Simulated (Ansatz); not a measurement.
Ge, 4 atoms in the cell. Symmetry: Fmmm, No. 69, orthorhombic system. Conventional cell: a = 5.261 Å, b = 5.771 Å, c = 10.231 Å, α = 90.00°, β = 90.00°, γ = 90.00°. Ge (site symmetry m2m) has 5 Ge at 2.61 to 2.73 Å as nearest neighbours. Around Ge (site symmetry mm2) lie 6 Ge at 2.71 to 2.96 Å. This isn't the form of Ge at room conditions, which is diamond.

| Quantity | Value |
| --- | --- |
| Program | Ansatz 0.2.0 |
| Task | band structure |
| Functional | PBEsol |
| Potentials or basis | Ansatz PAW |
| Cutoff | 420 eV (not typed: the program's choice for these potentials) |
| k mesh | 7 × 7 × 7 |
| Occupations | fermi-dirac, width 0.05 eV |
| Spin | no spin polarisation |
| Path | [["G", "Y", "C", "D", "X", "G", "Z", "D1", "H", "C"], ["C1", "Z"], ["X", "H1"], ["H", "Y"], ["L", "G"]] |
| Points for each segment of the path | 14 |

Potentials or basis: Ansatz PAW.

The run is started by

```sh
$ ansatz run input.yaml --threads 2 --pin off --max-ram 5632MiB --backend cpu --events-out ev --progress --plain --runs-dir out
```

Hardware: 2 threads of Arm Neoverse V2 (shared host).

Problem. How long does it take, and how much memory?

Solution. It took 14 s on 2 threads of Arm Neoverse V2, on a shared host, peak memory 0.49 GiB. Counts: scf iterations 7, plane waves 1525, k points 64, bands 38.
